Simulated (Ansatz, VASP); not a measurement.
## Two plane-wave programs on BeTe

INCAR

```
PREC = Accurate
ENCUT = 580
EDIFF = 1E-7
ISMEAR = -1
SIGMA = 0.05
LREAL = False
LASPH = True
NELM = 60
ALGO = Normal
ISIF = 3
LWAVE = False
LCHARG = False
GGA = PE
IBRION = 2
NSW = 60
EDIFFG = -0.005
```

File KPOINTS:

```
Automatic mesh
0
Gamma
  8 8 8
```

Contents of POSCAR:

```
BeTe
1.0
    0.0000000000      2.7700000000      2.7700000000
    2.7700000000      0.0000000000      2.7700000000
    2.7700000000      2.7700000000      0.0000000000
Te Be
1 1
Direct
    0.7500000000      0.7500000000      0.7500000000
    0.0000000000      0.0000000000      0.0000000000
```

Contents of input.yaml:

```yaml
crystal:
  lattice:
    - [0.0, 2.77, 2.77]
    - [2.77, 0.0, 2.77]
    - [2.77, 2.77, 0.0]
  atoms:
    - { symbol: Te, position: [0.75, 0.75, 0.75] }
    - { symbol: Be, position: [0.0, 0.0, 0.0] }
hamiltonian:
  xc: pbe
  pseudopotentials: { kind: paw }
kpoints:
  mp_grid: { grid: [8, 8, 8] }
scf:
  occupations: { method: fermi_dirac, width: 0.05 }
output:
  forces: true
  stress: true
relax:
  f_tol: 0.01
  max_steps: 40
  cell: { stress_tol: 0.05 }
```

Alike in both runs: task relaxation of cell and atoms; functional PBE; k mesh 8 × 8 × 8; occupations fermi-dirac, width 0.05 eV; no spin polarisation.

```csv
,VASP,Ansatz
version,VASP 6.6.1,Ansatz 0.2.0
potentials or method,"VASP PAW PBE potentials, release 54 (Te, Be)",Ansatz PAW
plane-wave cutoff (eV),580,420
valence electrons in the cell,8,18
```

```tsv
	VASP	Ansatz	Ansatz less VASP
relaxed volume (Å³/atom)	22.76	22.71	-0.050
relaxed cell length with the largest relative difference (Å)	4.008	4.005	-0.0030
energy change over the relaxation (meV/atom)	-20	-18	+1.4
```

The two sets of potentials don't hold the same shells in valence.

Caveats: the plane-wave basis is chosen anew once the cell has moved, so the energies of steps on either side of that aren't comparable (Ansatz). A k mesh can miss the band edges. Zero-point motion and thermal expansion aren't in these numbers.
